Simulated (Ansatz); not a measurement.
## Molecular dynamics of SiO2

Input file:

```yaml
crystal:
  lattice:
    - [5.920605, 0.0, 0.0]
    - [0.0, 5.3368, 0.0]
    - [0.0, 0.0, 17.771416]
  atoms:
    - { symbol: Si, position: [0.0, 0.0, 0.0562701] }
    - { symbol: Si, position: [0.5, 0.25, 0.0562701] }
    - { symbol: O, position: [0.99602073, -0.00496036, 0.16748885] }
    - { symbol: O, position: [0.1941, 0.25, 0.0562701] }
    - { symbol: O, position: [0.49763153, -0.00142535, 0.11239385] }
    - { symbol: O, position: [0.8059, 0.25, 0.0562701] }
    - { symbol: Si, position: [0.48968492, -0.05022589, 0.26183236] }
    - { symbol: Si, position: [-0.02009609, 0.18492554, 0.24858552] }
    - { symbol: O, position: [0.51693491, -0.14423736, 0.36103564] }
    - { symbol: O, position: [0.69036045, 0.18741332, 0.26548742] }
    - { symbol: O, position: [0.02653209, -0.06289903, 0.29853071] }
    - { symbol: O, position: [0.31577608, 0.21121976, 0.25133866] }
    - { symbol: Si, position: [0.0, 0.5, 0.0562701] }
    - { symbol: Si, position: [0.5, 0.75, 0.0562701] }
    - { symbol: O, position: [0.9910689, 0.49126474, 0.16223981] }
    - { symbol: O, position: [0.1941, 0.75, 0.0562701] }
    - { symbol: O, position: [0.49916626, 0.48795128, 0.11857245] }
    - { symbol: O, position: [0.8059, 0.75, 0.0562701] }
    - { symbol: Si, position: [0.50326439, 0.4660616, 0.25398018] }
    - { symbol: Si, position: [0.00582554, 0.68928125, 0.24283055] }
    - { symbol: O, position: [0.51635946, 0.52952391, 0.34811472] }
    - { symbol: O, position: [0.68861625, 0.72632894, 0.23093055] }
    - { symbol: O, position: [-0.00423271, 0.44445449, 0.29582785] }
    - { symbol: O, position: [0.32079205, 0.71324982, 0.2342234] }
basis:
  ecutwfc: 420.0
kpoints:
  mp_grid: { grid: [2, 2, 1] }
hamiltonian:
  xc: pbe
  pseudopotentials: { kind: paw, azcp: { folder: soft_1 } }
scf:
  occupations: { method: fermi_dirac, width: 0.05 }
  lower_state_search: "off"
md:
  timestep: 1.5
  n_steps: 120
  ensemble: nvt_langevin
  temperature: 1800.0
  initial_velocities: maxwell_boltzmann
  seed: 265862
  friction: 0.01
  constraints: [{ sites: [0, 1, 3, 5, 12, 13, 15, 17] }]
```

Run as:

```bash
$ ansatz run input.yaml --threads 1 --pin off --max-ram 3072MiB --backend cpu --events-out ev --progress --plain --runs-dir out
```

It goes on from the last frame of an earlier run, with new velocities.

Output, in part (step lines):

```
md step     0: t =     0.00 fs  T =  1800.0 K  F+E_penalty+E_count = -14169.84990113 eV  E_kin = 3.722688 eV  (23 SCF iters)
md step     1: t =     1.50 fs  T =  1799.4 K  F+E_penalty+E_count = -14169.92427052 eV  E_kin = 3.721393 eV  (13 SCF iters)
md step     2: t =     3.00 fs  T =  1785.5 K  F+E_penalty+E_count = -14169.82486593 eV  E_kin = 3.692656 eV  (14 SCF iters)
md step     3: t =     4.50 fs  T =  1590.2 K  F+E_penalty+E_count = -14169.61284129 eV  E_kin = 3.288824 eV  (14 SCF iters)
md step     4: t =     6.00 fs  T =  1549.2 K  F+E_penalty+E_count = -14169.37589327 eV  E_kin = 3.203989 eV  (14 SCF iters)
md step     5: t =     7.50 fs  T =  1414.2 K  F+E_penalty+E_count = -14169.18824046 eV  E_kin = 2.924746 eV  (10 SCF iters)
md step     6: t =     9.00 fs  T =  1318.1 K  F+E_penalty+E_count = -14169.09934787 eV  E_kin = 2.726024 eV  (10 SCF iters)
md step     7: t =    10.50 fs  T =  1330.6 K  F+E_penalty+E_count = -14169.07983610 eV  E_kin = 2.751880 eV  (10 SCF iters)
[... lines left out ...]
md step   120: t =   180.00 fs  T =  1845.8 K  F+E_penalty+E_count = -14169.48953924 eV  E_kin = 3.817472 eV  (12 SCF iters)
```

The steps, from the saved trajectory:

| time (fs) | T (K) | potential energy less start (eV) |
| --- | --- | --- |
| 0 | 1800 | 0.000 |
| 6 | 1549 | 0.474 |
| 12 | 1281 | 0.754 |
| 18 | 1469 | 1.030 |
| 24 | 1609 | 0.718 |
| 30 | 2167 | 0.290 |
| 36 | 1408 | 1.850 |
| 42 | 1839 | 1.841 |
| 48 | 2305 | 0.930 |
| 54 | 2009 | 2.197 |
| 60 | 1955 | 2.925 |
| 66 | 2364 | 1.661 |
| 72 | 2555 | 1.333 |
| 78 | 2160 | 1.809 |
| 84 | 1675 | 2.299 |
| 90 | 1851 | 1.586 |
| 96 | 1669 | 1.332 |
| 102 | 1595 | 1.809 |
| 108 | 1499 | 2.290 |
| 114 | 1637 | 2.150 |
| 120 | 1636 | 1.615 |
| 126 | 1735 | 1.546 |
| 132 | 1868 | 1.173 |
| 138 | 1964 | 1.457 |
| 144 | 1928 | 1.410 |
| 150 | 2389 | 0.579 |
| 156 | 1837 | 0.867 |
| 162 | 1409 | 1.616 |
| 168 | 963 | 1.999 |
| 174 | 1338 | 1.388 |
| 180 | 1846 | 0.360 |

All steps were run. A run of 0.18 ps of so small a system gives no equilibrium averages. Limits of this set-up: coarse k mesh, thin slab, slab without dipole correction.

Mean squared displacements from the first frame to the last: Si 0.10 Å², O 0.13 Å².

Last frame:

```xyz
24
Lattice="5.9206 0.0000 0.0000 0.0000 5.3368 0.0000 0.0000 0.0000 17.7714" Properties=species:S:1:pos:R:3
Si 0.000 0.000 1.000
Si 2.960 1.334 1.000
O 6.126 -0.112 2.714
O 1.149 1.334 1.000
O 2.887 -0.006 2.039
O 4.771 1.334 1.000
Si 3.275 -0.021 4.567
Si 0.043 1.309 4.000
O 3.212 -0.532 6.137
O 4.197 1.429 4.140
O -0.006 -0.099 4.946
O 2.123 1.306 4.416
Si 0.000 2.668 1.000
Si 2.960 4.003 1.000
O 6.013 2.675 2.641
O 1.149 4.003 1.000
O 3.097 2.626 1.969
O 4.771 4.003 1.000
Si 3.045 2.775 4.260
Si 0.070 3.872 3.999
O 3.398 3.228 5.942
O 4.151 4.050 3.656
O 0.006 2.651 5.088
O 1.996 3.918 3.751
```

Time of the run: 20 min on 1 thread of Arm Neoverse V2, with other jobs on the host, peak memory 0.8 GiB.
